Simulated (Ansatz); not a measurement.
# Mn in Ansatz: convergence with smearing width

Input of the first run (smearing width 0.3 eV); the others differ in this setting and in those tied to it:

File input.yaml:

```yaml
crystal:
  lattice:
    - [2.4836457705, 0.0, 0.0]
    - [-1.2418228853, 2.1509003313, 0.0]
    - [0.0, 0.0, 4.026195]
  atoms:
    - { symbol: Mn, position: [0.340605, 0.676587, 0.246355], spin: 4.0 }
    - { symbol: Mn, position: [0.723194, 0.36785, 0.75019], spin: 4.0 }
hamiltonian:
  xc: pbesol
  pseudopotentials: { kind: paw }
magnetization:
  spin_polarized: true
kpoints:
  mp_grid: { grid: [9, 9, 5] }
scf:
  occupations: { method: methfessel_paxton, width: 0.3 }
output:
  forces: true
  stress: true
  eigenvalues: true
```

Potentials or basis: Ansatz PAW.

The run is started by

```bash
$ ansatz run input.yaml --threads 2 --pin off --max-ram 5632MiB --backend cpu --events-out ev --progress --plain --runs-dir out
```

The cell isn't the ideal one: atoms moved at random, drawn with an rms of 0.05 Å.

This isn't the form of Mn at room conditions, which is a 58-atom cubic cell.

Hardware: 2 threads of Intel(R) Xeon(R) Processor @ 2.70GHz (shared host).

```
smearing width  energy less the tightest run, at zero smearing (meV/atom)  pressure (GPa)  largest force (eV/Å)  absolute moment (μB)  SCF cycles  CPU time (s)  peak memory (GiB)
        0.3 eV                                                      -0.05          -11.38                 0.192                  0.00          16            31               0.47
        0.2 eV                                                      -0.58          -11.35                 0.202                  0.00          16            31               0.47
       0.15 eV                                                      -0.55          -11.34                 0.201                  0.00          16            29               0.47
        0.1 eV                                                      -0.33          -11.33                 0.195                  0.00          16            36               0.47
       0.05 eV                                                      -0.07          -11.34                 0.200                  0.00          17            33               0.47
      0.025 eV                                                       0.01          -11.34                 0.205                  0.00          20            44               0.47
       0.01 eV                                                       0.00          -11.35                 0.199                  0.07          16            39               0.47
      0.005 eV                                                       0.00          -11.34                 0.200                  0.07          16            33               0.47
```

Against the tightest run, the energy stays within 1 meV/atom from 0.3 eV on; the pressure stays within 0.1 GPa from 0.3 eV on; the largest force stays within 0.005 eV/Å from 0.05 eV on; the absolute moment stays within 0.02 μB from 0.01 eV on. Narrower smearing needs a denser k mesh, so at a fixed mesh the narrowest width isn't the most accurate. The tightest run that finished is the yardstick and may itself not be fully converged.

Caveat, for the tightest run too: the moment fell far below its start of 4 μB, so a state of higher moment may lie lower in energy; the PAW data sets come from PBE, with cores solved anew for the run's functional, which leaves a small shift of forces and pressure; the starting moments weren't kept.
